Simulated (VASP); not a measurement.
Set up this calculation in VASP 6.6.1, as the native input.

| Property | Result |
| --- | --- |
| Task | density of states |
| Functional | PBE |
| Potentials or basis | VASP PAW PBE potentials, release 64 (Mn_pv, O) |
| Cutoff | 520 eV |
| k mesh | 14 × 14 × 14 |
| Occupations | gaussian, width 0.05 eV |
| Spin | no spin polarisation |
| Dipole correction | no |
| k mesh for the DOS | 21 × 21 × 21 |
| Occupations for the DOS | tetrahedron |
| Further INCAR settings | ALGO = Normal; EDIFF = 1e-06 |

Crystal: MnO (Manganosite).

```
Mn O
1.0
     0.00000    2.05110    2.05110
     2.05110    0.00000    2.05110
     2.05110    2.05110    0.00000
Mn O
1 1
Direct
  0.00000 0.00000 0.00000
  0.50000 0.50000 0.50000
```

The input as run:

POSCAR

```
MnO
1.0
    0.0000000000      2.0511003835      2.0511003835
    2.0511003835      0.0000000000      2.0511003835
    2.0511003835      2.0511003835      0.0000000000
Mn O
1 1
Direct
    0.0000000000      0.0000000000      0.0000000000
    0.5000000000      0.5000000000      0.5000000000
```

INCAR.step1

```
ALGO = Normal
EDIFF = 1E-6
ENCUT = 520
GGA = PE
ISIF = 2
ISMEAR = 0
LASPH = T
LCHARG = T
LMAXMIX = 4
LREAL = F
LWAVE = F
NBANDS = 16
NELM = 60
PREC = Accurate
SIGMA = 0.05
```

KPOINTS.step1

```
k-points
0
Gamma
  14 14 14
```

INCAR.step2

```
ALGO = Normal
EDIFF = 1E-6
ENCUT = 520
GGA = PE
ICHARG = 11
ISIF = 2
ISMEAR = -5
LASPH = T
LCHARG = F
LMAXMIX = 4
LORBIT = 11
LREAL = F
LWAVE = F
NEDOS = 2001
NELM = 60
PREC = Accurate
SIGMA = 0.05
```

KPOINTS.step2

```
k-points
0
Gamma
  21 21 21
```

Potentials or basis: VASP PAW PBE potentials, release 64 (Mn_pv, O).

The run is started by

```console
$ cat potpaw_PBE.64/Mn_pv/POTCAR potpaw_PBE.64/O/POTCAR > POTCAR
$ cp INCAR.step1 INCAR
$ cp KPOINTS.step1 KPOINTS
$ mpirun -np 1 vasp_std > vasp.out
$ cp INCAR.step2 INCAR
$ cp KPOINTS.step2 KPOINTS
$ mpirun -np 1 vasp_std > vasp.out
```

Results of the run:

```json
{
  "Valence electrons inside the program's atomic spheres": "Mn 11.73; O 5.03"
}
```

Caveat: an odd number of electrons without spin polarisation forces a metal; a magnetic or distorted state may lie lower; the run has no spin polarisation, though such a crystal can be magnetic; semilocal functionals often make such compounds metallic where correlation or magnetic order opens a gap, which also shifts bond lengths.

Run time: 45 s on 1 thread of Intel(R) Xeon(R) Platinum 8559C (Emerald Rapids), on a shared host, peak memory 0.18 GiB.
